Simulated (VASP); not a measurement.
# Te: relaxation of cell and atoms with PBE+D4

The system is Te.

```xyz
1
Lattice="2.3059 1.3313 1.6910 -2.3059 1.3313 1.6910 0.0000 -2.6626 1.6910" Properties=species:S:1:pos:R:3 pbc="T T T"
Te    0.0000    0.0000    2.5364
```

This isn't the form of Te at room conditions, which is trigonal, of chains.

| Quantity | Value |
| --- | --- |
| Program | VASP 6.6.1 |
| Task | relaxation of cell and atoms |
| Functional | PBE |
| Dispersion | D4 |
| Potentials or basis | VASP PAW PBE potentials, release 64 (Te) |
| Cutoff | 600 eV |
| k mesh | 9 × 9 × 9 |
| Occupations | fermi-dirac, width 0.05 eV |
| Spin | no spin polarisation |
| Further INCAR settings | ALGO = Normal; EDIFF = 1e-06; IBRION = 2; EDIFFG = -0.01; NSW = 40; ISIF = 3 |

```json
{
  "Pressure after relaxing": "0.0 GPa",
  "Band gap on the k mesh": "none (metal or under the smearing width)",
  "Dispersion energy per atom": "-0.516 eV"
}
```

Final structure:
```yaml
crystal:
  lattice:
    - [2.30590, 1.33131, 1.69095]
    - [-2.30590, 1.33131, 1.69095]
    - [0.00000, -2.66263, 1.69095]
  atoms:
    - { symbol: Te, position: [0.50000, 0.50000, 0.50000] }
```

Levels at points of the mesh, in eV from the Fermi level:
```csv
k point,band 1,band 2,band 3,band 4,band 5,band 6
"(0.00, 0.00, 0.00)",-13.98,0.96,1.43,1.43,6.05,6.05
```

Run time: 14 s on 1 thread of Intel(R) Xeon(R) Platinum 8375C CPU @ 2.90GHz (Ice Lake), on a shared host, peak memory 0.17 GiB.

Caveat: the relaxation stopped at its first step, so nothing moved; pairwise dispersion overbinds metals, which lowers pressure and volume. Spin-orbit coupling is left out, which matters for the levels of Te.
